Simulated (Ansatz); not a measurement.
The system is AlNi3.

```xyz
4
Lattice="3.5231 0.0000 0.0000 0.0000 3.5231 0.0000 0.0000 0.0000 3.5231" Properties=species:S:1:pos:R:3 pbc="T T T"
Ni    1.7615    1.7615    0.0000
Ni    1.7615    0.0000    1.7615
Ni    0.0000    1.7615    1.7615
Al    0.0000    0.0000    0.0000
```

The cell is a database's computed one.

Below is the output of Ansatz 0.2.0 for this cell. Logs are shortened: lines on timing, memory, paths and dates and some standing lists are left out, and cuts for length are marked.

```text
Warning: RAYON_NUM_THREADS=2 ignored (pool sized by the plan → 2); use --threads N
Engine: ansatz 0.2.0, x86_64-unknown-linux-gnu
Pseudopotentials: kind: paw
Pseudopotential: Ni, paw, valence charge 18, recommended cutoff 420 eV (normal), Ni.paw.azcp
Pseudopotential: Al, paw, valence charge 3, recommended cutoff 420 eV (normal), Al.paw.azcp
Functional definition: PBE
  parameter kappa = 0.804
  parameter beta = 0.06672455060314922
  exchange = pbe_x(kappa = kappa, mu = beta*pi^2/3)
  correlation = pbe_c(beta = beta)
Crystal: 4 atoms, lattice volume = 43.728 Å³
Basis set: ecut = 420 eV, 847 PW (Γ), exchange–correlation on 48×48×48 points (8 copies of the dense FFT grid, shifted against one another)
Bands: 36, of which v1, the nominal top of the filled ones, is band 29 counted from 1 (28 counted from 0)
Symmetry: 48 space group operations
Space group: Pm-3m (ITA 221), of the structure as read, at distance tolerance 3.5e-5 Å
Magnetic group: BNS 221.92 (UNI 1594), of the structure as read, at distance tolerance 3.5e-5 Å
k-points: 35 of 512
Non-local potential: Ni, projectors of the file, l = 0: 3, l = 1: 2, l = 2: 3, l = 3: 1
Non-local potential: Al, projectors of the file, l = 0: 2, l = 1: 2, l = 2: 1
PAW form: soft (Blöchl's): semilocal exchange-correlation on the pseudo side does not see the compensation charge
PAW one-centre angular grid: Ni, 590 points (default); XC on 64 Gauss nodes
PAW one-centre angular grid: Al, 110 points (default); XC on 64 Gauss nodes
Initial density: superposition of atomic densities (chi_scale 0.1, normalization cell)
Starting moments: Σ|m| = 3 μB on 3 of 4 sites
Initial wavefunctions: pseudopotential atomic-orbital guess
Functional: x = pbe(κ = 0.804, μ = 0.2195149727645171), c = pbe(β = 0.06672455060314922)
SCF iter   1: F=—  HF=-18055.659759 eV  |F-HF|=—  |Δ(HF+E_count)|=         —  Δρ=1.08e-1 (↑1.08e-1 ↓4.23e-2)  dr2=2.19e0  dr2_m=1.78e0  M=1.066 μB ∫|m|=1.339 μB  β_m=0.30  ethr=3.10e-3  ⟨swp⟩=5.7  Hψ=9154  notcnv=0
Mixer restart at iter 1: flushing history
[... 24 lines left out ...]
Harris-Foulkes:  -18058.351815 eV  (|F-HF|=1.28e-9)
Internal energy: -18058.351418 eV  (E = F + TS)
E sigma→0 (E₀):  -18058.351617 eV
Entropy (-TS):   -0.000398 eV (-0.099 meV/atom)
Fermi energy:    16.458745 eV
--- Per-component energies (eV) ---
  E_band       = -901.780861
  E_kinetic    = 879.031676
  E_local      = -11866.616158  (includes V_loc(G=0)·N_el)
  E_nonlocal   = 1916.551477
  E_hartree    = 5056.686316
  E_xc         = -297.771676
  E_vxc        = -361.843225  (∫ρ·V_xc dr)
  E_paw        = -5358.055221  (= ΣΔE_a)
  E_vpaw       = -1582.273644  (= ΣTr[D̂ρ^β])
  E_aug_tail   = 0.001709  (compensation charges beyond the density's cutoff)
  E_ewald      = -8388.179542
  E_smearing   = -0.000398  (= −TS)
  E_closure    = 0.000000  (closes the sum)
  Σ components = -18058.351815   (vs F -18058.351815, Δ=0.00e0)
--- Forces (eV/Å), atoms counted from 1 ---
  atom   1  Ni    -0.00000000     0.00000000     0.00000000
  atom   2  Ni     0.00000000    -0.00000000     0.00000000
  atom   3  Ni     0.00000000     0.00000000     0.00000000
  atom   4  Al    -0.00000000    -0.00000000     0.00000000
  max |Σ_I F_I| component: 6.61e-29 eV/Å
--- Stress (GPa, compression-positive) ---
        7.380526       0.000000       0.000000
        0.000000       7.380526       0.000000
        0.000000       0.000000       7.380526
  P = ⅓ Tr σ = 7.3805 GPa (73.805 kbar)
--- Band table (eV; the first three rows and the last of 70) ---
  k-point 0 ↑: bands = ["-86.7512", "-86.7179", "-86.7179", "-47.2031", "-47.2031", "-47.2031", "-47.1175", "-47.1175", "-47.1175", "-47.0549", "-47.0549", "-47.0549", "6.2471", "11.9321", "12.6282", "12.6282", "12.9846", "12.9846", "12.9846", "15.0134", "15.0134", "15.0134", "15.8721", "15.8721", "16.1836", "16.3619", "16.3619", "16.3619", "17.3003", "17.3003", "17.3003", "23.1457", "23.1457", "24.0186", "28.9121", "28.9121"]
  k-point 1 ↑: bands = ["-86.7501", "-86.7190", "-86.7179", "-47.1999", "-47.1999", "-47.1978", "-47.1183", "-47.1183", "-47.1177", "-47.0608", "-47.0573", "-47.0573", "6.4423", "11.9861", "12.5154", "12.7519", "13.0187", "13.0187", "13.0302", "14.9042", "14.9042", "14.9632", "15.7511", "15.8741", "15.9763", "15.9763", "16.1113", "16.3621", "16.5965", "17.9361", "17.9361", "23.1270", "23.5883", "24.7747", "27.9341", "27.9341"]
  k-point 2 ↑: bands = ["-86.7469", "-86.7221", "-86.7179", "-47.1914", "-47.1914", "-47.1828", "-47.1211", "-47.1211", "-47.1182", "-47.0771", "-47.0631", "-47.0631", "7.0173", "11.7141", "12.4287", "13.0901", "13.1120", "13.1120", "13.1516", "14.6384", "14.6384", "14.8307", "15.2447", "15.5434", "15.5434", "15.7645", "15.8280", "15.9494", "16.3625", "19.0913", "19.0913", "23.0741", "23.8626", "25.8892", "25.8892", "26.5668"]
  k-point 34 ↓: bands = ["-86.3477", "-86.3477", "-86.3477", "-46.8518", "-46.8518", "-46.8518", "-46.8170", "-46.7239", "-46.7239", "-46.7239", "-46.6274", "-46.6274", "10.7014", "12.5498", "12.5498", "12.5498", "14.2937", "14.2937", "14.2937", "14.6131", "14.6131", "14.6131", "15.2720", "15.2720", "15.2720", "15.5598", "15.5598", "16.1523", "16.6169", "16.6169", "16.6169", "20.1605", "20.8191", "20.8191", "20.8191", "34.7391"]
```

Task: What input gives this log?

Result: Single point with PBE, collinear spin, ferromagnetic start. The files as run (others can give the same):

input.yaml
```yaml
crystal:
  lattice:
    - [3.5230547267, 0.0, 0.0]
    - [0.0, 3.5230547267, 0.0]
    - [0.0, 0.0, 3.5230547267]
  atoms:
    - { symbol: Ni, position: [0.5, 0.5, 0.0], spin: 1.0 }
    - { symbol: Ni, position: [0.5, 0.0, 0.5], spin: 1.0 }
    - { symbol: Ni, position: [0.0, 0.5, 0.5], spin: 1.0 }
    - { symbol: Al, position: [0.0, 0.0, 0.0] }
hamiltonian:
  xc: pbe
  pseudopotentials: { kind: paw }
magnetization:
  spin_polarized: true
kpoints:
  mp_grid: { grid: [8, 8, 8] }
scf:
  occupations: { method: gaussian, width: 0.014 }
output:
  forces: true
  stress: true
  eigenvalues: true
  write_density: true
  write_potential: true
  elf: true
  volumetric_format: npy
```

Potentials or basis: Ansatz PAW.
Command:
```console
$ ansatz run input.yaml --threads 2 --pin off --max-ram 5632MiB --backend cpu --events-out ev --progress --plain --runs-dir out
```
